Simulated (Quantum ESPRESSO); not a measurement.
The system is MnS.

```xyz
2
Lattice="0.0000 2.6045 2.6045 2.6045 0.0000 2.6045 2.6045 2.6045 0.0000" Properties=species:S:1:pos:R:3 pbc="T T T"
Mn    0.0000    0.0000    0.0000
S     2.6045    2.6045    2.6045
```

Base run:

* Program: Quantum ESPRESSO 7.5
* Functional: PBEsol
* Potentials or basis: GBRV 1.5 PBEsol
* Cutoff: 612 eV
* Density cutoff: 4898 eV
* k mesh: 9 × 9 × 9
* Occupations: fermi-dirac, width 0.05 eV
* Spin: collinear spin, ferromagnetic start
* Starting moments: [4.0, 0.0] μB

Its results: band gap on the k mesh none (metal or under the smearing width); pressure -7.2 GPa; net moment 4.70 μB per cell; site moments Mn +4.20; S +0.14 μB.

The run is repeated on the same cell with these changes: functional from PBEsol to LDA; potentials or basis from GBRV 1.5 PBEsol to GBRV 1.5 LDA. What comes out?

Band gap on the k mesh none (metal or under the smearing width); pressure -11.7 GPa; net moment 4.57 μB per cell; site moments Mn +4.08; S +0.14 μB.

Caveats: a cell with one magnetic atom can't hold antiferromagnetic order, which such compounds often take; semilocal functionals often make such compounds metallic where correlation or magnetic order opens a gap, which also shifts bond lengths.
